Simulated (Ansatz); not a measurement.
# Pressure series of InP (F-43m)

```
In P
1.0
     2.95367    2.95367    0.00000
    -2.95367    2.95367    0.00000
     0.00000    2.95367    2.95367
In P
1 1
Direct
  0.00000 0.00000 0.00000
  0.75000 0.25000 0.50000
```

This is the zero-pressure cell under r²SCAN. Cell and atoms are relaxed by PAW (default files of Ansatz 0.2.0, cutoff 500 eV, stress met within about 0.05 GPa) at each pressure, in this structure whether or not another phase would take over; P is the pressure reached, less that of this cell. Levels come from r²SCAN, PAW on Ansatz 0.2.0's default frozen-core files (fitted under PBE), scalar-relativistic; k mesh 8×8×8, fixed occupations, cutoff 500 eV. Conduction levels are in eV over the valence top (at Γ), at fixed fractional wave vectors. Zone-centre phonons come from finite displacements by PAW, without the LO-TO term.

```csv
P (GPa),V/V₀,Γ,L,X,T2 TO (cm⁻¹)
-2.00,1.0319,0.843,1.711,2.091,283.8
0.00,1.0000,1.027,1.796,2.044,295.9
1.98,0.9731,1.186,1.869,2.000,306.7
4.00,0.9492,1.330,1.934,1.957,316.8
6.97,0.9191,1.515,2.018,1.899,330.2
9.97,?,?,?,?,?
15.00,0.8562,1.911,2.192,1.758,361.2
```

Q: Fit the third-order Birch-Murnaghan equation to the rows shown.

A: With f = [(V₀/V)^(2/3) − 1]/2, the normalised pressure F = P/[3f(1 + 2f)^(5/2)] is 67.9 GPa at f = -0.0104, 68.6 GPa at f = 0.0092, 69.1 GPa at f = 0.0177, 69.7 GPa at f = 0.0289, 70.8 GPa at f = 0.0545. The line F = B₀[1 + (3/2)(B′ − 4)f] gives B₀ = 68.3 GPa and B′ = 4.5.

Q: What are the volume deformation potentials and pressure coefficients of these levels at zero pressure?

A: 

```csv
level,dE/dlnV (eV),dE/dP = −(dE/dlnV)/B₀ (meV/GPa),mean slope up to 2.0 GPa (meV/GPa)
Γ,-5.84,85.5,80.5
L,-2.69,39.3,36.9
X,1.56,-22.8,-22.2
```

dE/dlnV is the slope of a cubic fit in ln V at V₀. The last column is read from two rows and shows how the slope bends with pressure.

Q: What mode Grüneisen parameters follow?

A: γ = −d ln ω/d ln V at V₀ from a quadratic fit in ln V: T2 1.32.

Q: What belongs in the row at 9.97 GPa?

A: The fits give V/V₀ = 0.8929 and Γ = 1.679 eV. Computed: V/V₀ = 0.8930, Γ = 1.679, L = 2.090, X = 1.844, T2 TO (cm⁻¹) = 342.6.

Q: Where does the lowest conduction level change its place?

A: From Γ to X near 12.6 GPa, by linear interpolation between the computed rows. Errors in the spacing of the valleys shift these pressures.

Caveats: no other phase was computed; many crystals of this kind change structure within this range, and rows or crossings beyond such a change describe a metastable lattice; frozen-core PAW files fitted under PBE, their cores solved anew for the functional of the run; no spin-orbit coupling on heavy atoms; semilocal gaps are low, and the spacing of valleys can be off by tenths of an eV; levels are read at fixed fractional k, so an edge that moves off these points is missed.
